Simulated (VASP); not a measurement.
A run of VASP 6.6.1 is set up as follows.

INCAR

```
SYSTEM = LuH2
PREC = Accurate
ENCUT = 600
EDIFF = 1E-7
ISMEAR = 1
SIGMA = 0.1
LREAL = .FALSE.
LASPH = .TRUE.
NELM = 80
ALGO = Normal
ISIF = 3
LWAVE = .FALSE.
LCHARG = .FALSE.
GGA = CA
IBRION = 2
NSW = 90
EDIFFG = -0.005
KPAR = 2
```

Contents of KPOINTS:

```
Automatic mesh
0
G
  14 14 14
  0 0 0
```

File POSCAR:

```
LuH2                                    
1.0
    0.0000000000      2.4605394692      2.4605394692
    2.4605394692      0.0000000000      2.4605394692
    2.4605394692      2.4605394692     -0.0000000000
  Lu              H             
     1     2
Direct
     0.0000000000000000    0.0000000000000000    0.0000000000000000
     0.2500000000000000    0.2500000000000000    0.2500000000000000
     0.7500000000000000    0.7500000000000000    0.7500000000000000
```

Potentials or basis: VASP PAW PBE potentials, release 64 (Lu, H).

Run with:

```console
$ cat potpaw_PBE.64/Lu/POTCAR potpaw_PBE.64/H/POTCAR > POTCAR
$ mpirun -np 2 vasp_std > vasp.out
```

Problem. Predict the band gap on the k mesh.

Solution. None (metal or under the smearing width).

Final structure:
```cif
data_structure
_symmetry_space_group_name_H-M 'P 1'
_symmetry_Int_Tables_number 1
_cell_length_a 3.4797
_cell_length_b 3.4797
_cell_length_c 3.4797
_cell_angle_alpha 60.000
_cell_angle_beta 60.000
_cell_angle_gamma 60.000
_cell_volume 29.79
loop_
_atom_site_label
_atom_site_type_symbol
_atom_site_fract_x
_atom_site_fract_y
_atom_site_fract_z
_atom_site_occupancy
Lu1 Lu 0.00000 0.00000 0.00000 1
H1 H 0.25000 0.25000 0.25000 1
H2 H 0.75000 0.75000 0.75000 1
```

Caveat: the relaxation stopped at its first step, so nothing moved. Spin-orbit coupling is left out, which matters for the levels of Lu.
